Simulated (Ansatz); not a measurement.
# Si36N: the cost of one run

Method: DFT PBE, scalar-relativistic, plane waves, PAW, in Ansatz 0.2.0.

2 further runs of the same task are left out: 2 set aside as unsound or not needed.

### Step 1. The system as given

It takes space group P6_3/mmc (No. 194, hexagonal). The conventional cell has a = 3.851 Å, b = 3.851 Å, c = 6.365 Å, α = 90.00°, β = 90.00°, γ = 120.00°. Si (site symmetry 3m) is surrounded by 4 Si at 2.36 to 2.38 Å.

Coordinates:

```xyz
4
Lattice="3.8513 0.0000 0.0000 -1.9256 3.3353 0.0000 0.0000 0.0000 6.3650" Properties=species:S:1:pos:R:3 pbc="T T T"
Si    0.0000    2.2235    0.4006
Si    1.9256    1.1118    3.5831
Si    0.0000    2.2235    2.7820
Si    1.9256    1.1118    5.9645
```

It goes back to an entry of the Materials Project, which need not be the stable form.

It is the result of an earlier relaxation at this level (volume 20.44 Å³/atom; gap on the mesh: 0.45 eV).

The host's static dielectric tensor, from an earlier linear-response run, has a mean of 12.98.

The perfect supercell (rows -1 1 -1; 2 1 -1; -1 -2 -1 in vectors of this cell) comes from an earlier run at this level (36 atoms, E(σ→0) -22888.5290 eV, gap 0.98 eV on its own mesh).

### Step 2. The defect cell

The extra atom is put at (0.917, 0.917, 0.917) of the supercell, the middle of a void of radius 2.52 Å. A small random displacement (spread 0.06 Å) lets the symmetry of the site break. Its neighbours are 6 Si at 2.52 Å.

### Step 3. Relaxing the defect, charge 0

input.yaml

```yaml
crystal:
  lattice:
    - [-5.7769209609, 3.3353068718, -6.3650226989]
    - [5.7769209608, 3.3353068719, -6.3650226989]
    - [1.0e-10, -6.6706137437, -6.3650226989]
  atoms:
    - { symbol: Si, position: [0.4234674645, 0.0901341312, 0.4234674645] }
    - { symbol: Si, position: [0.7339000729, 0.1063217742, 0.0769952805], spin: 0.077 }
    - { symbol: Si, position: [0.0901341312, 0.4234674645, 0.4234674645] }
    - { symbol: Si, position: [0.7568007978, 0.7568007978, 0.4234674645] }
    - { symbol: Si, position: [0.4234674645, 0.4234674645, 0.0901341312] }
    - { symbol: Si, position: [0.0862630471, 0.0997742636, 0.7547178298], spin: 0.077 }
    - { symbol: Si, position: [0.7568007978, 0.4234674645, 0.7568007978] }
    - { symbol: Si, position: [0.0922952693, 0.7514864891, 0.0794818823], spin: 0.077 }
    - { symbol: Si, position: [0.4234674645, 0.7568007978, 0.7568007978] }
    - { symbol: Si, position: [0.0345785756, 0.0345785756, 0.367911909] }
    - { symbol: Si, position: [0.367911909, 0.0345785756, 0.0345785756] }
    - { symbol: Si, position: [0.7012452423, 0.367911909, 0.367911909] }
    - { symbol: Si, position: [0.367911909, 0.7012452423, 0.367911909] }
    - { symbol: Si, position: [0.0345785756, 0.367911909, 0.0345785756] }
    - { symbol: Si, position: [0.7100449113, 0.0329964748, 0.6895116584], spin: 0.077 }
    - { symbol: Si, position: [0.367911909, 0.367911909, 0.7012452423] }
    - { symbol: Si, position: [0.7037427916, 0.6916461211, 0.0437762022], spin: 0.077 }
    - { symbol: Si, position: [0.0327141444, 0.703451742, 0.699870382], spin: 0.077 }
    - { symbol: Si, position: [0.2987547577, 0.9654214244, 0.2987547577] }
    - { symbol: Si, position: [0.6299760826, 0.9599706015, 0.9578454368], spin: 0.077 }
    - { symbol: Si, position: [0.9654214244, 0.2987547577, 0.2987547577] }
    - { symbol: Si, position: [0.632088091, 0.632088091, 0.2987547577] }
    - { symbol: Si, position: [0.2987547577, 0.2987547577, 0.9654214244] }
    - { symbol: Si, position: [0.9596692268, 0.9630878372, 0.6293075328], spin: 0.077 }
    - { symbol: Si, position: [0.632088091, 0.2987547577, 0.632088091] }
    - { symbol: Si, position: [0.9615965616, 0.6423287764, 0.9767199461], spin: 0.077 }
    - { symbol: Si, position: [0.2987547577, 0.632088091, 0.632088091] }
    - { symbol: Si, position: [0.9173447938, 0.9100703216, 0.2401164322], spin: 0.077 }
    - { symbol: Si, position: [0.2376861795, 0.8980420108, 0.9177584825], spin: 0.077 }
    - { symbol: Si, position: [0.5765325355, 0.2431992022, 0.2431992022] }
    - { symbol: Si, position: [0.2431992022, 0.5765325355, 0.2431992022] }
    - { symbol: Si, position: [0.9091352078, 0.2423661175, 0.9164545276], spin: 0.077 }
    - { symbol: Si, position: [0.5765325355, 0.9098658688, 0.5765325355] }
    - { symbol: Si, position: [0.2431992022, 0.2431992022, 0.5765325355] }
    - { symbol: Si, position: [0.5765325355, 0.5765325355, 0.9098658688] }
    - { symbol: Si, position: [0.9098658688, 0.5765325355, 0.5765325355] }
    - { symbol: "N", position: [0.9204767886, 0.9126264023, 0.9121739045], spin: 0.077 }
  host:
    lattice:
      - [3.8512806406, 0.0, 0.0]
      - [-1.9256403203, 3.3353068718, 0.0]
      - [0.0, 0.0, 6.3650226989]
    atoms:
      - { symbol: Si, position: [0.3333333333, 0.6666666667, 0.0629309398] }
      - { symbol: Si, position: [0.6666666667, 0.3333333333, 0.5629309398] }
      - { symbol: Si, position: [0.3333333333, 0.6666666667, 0.4370690602] }
      - { symbol: Si, position: [0.6666666667, 0.3333333333, 0.9370690602] }
basis:
  ecutwfc: 420
  xc_grid: 2
kpoints:
  mp_grid: { grid: [2, 2, 2], shift: [0.5, 0.5, 0.5] }
hamiltonian:
  xc: pbe
scf:
  occupations: { method: gaussian, width: 0.02 }
output:
  forces: true
  stress: false
  eigenvalues: true
  populations: true
  charged_corrections:
    defect_position: [0.91666667, 0.91666667, 0.91666667]
    epsilon: [[12.6179, 0.0, 0.0], [0.0, 12.6179, 0.0], [0.0, 0.0, 13.7067]]
  write_density: true
  write_potential: true
  elf: true
  volumetric_format: npy
magnetization:
  spin_polarized: true
relax:
  adjacent_minimum: "off"
  f_tol: 0.025
  max_steps: 45
```

Run with:

```bash
$ ansatz run input.yaml --threads 4 --pin off --max-ram 10240MiB --backend cpu --events-out ev --progress --plain --runs-dir out
```

**Question.** How long does this run take on 4 threads of Intel Xeon Platinum 8259CL at 2.50GHz (Skylake/Cascade Lake), shared host, and how much memory does it need?

About 8.3 min, with a peak of 2.1 GiB.
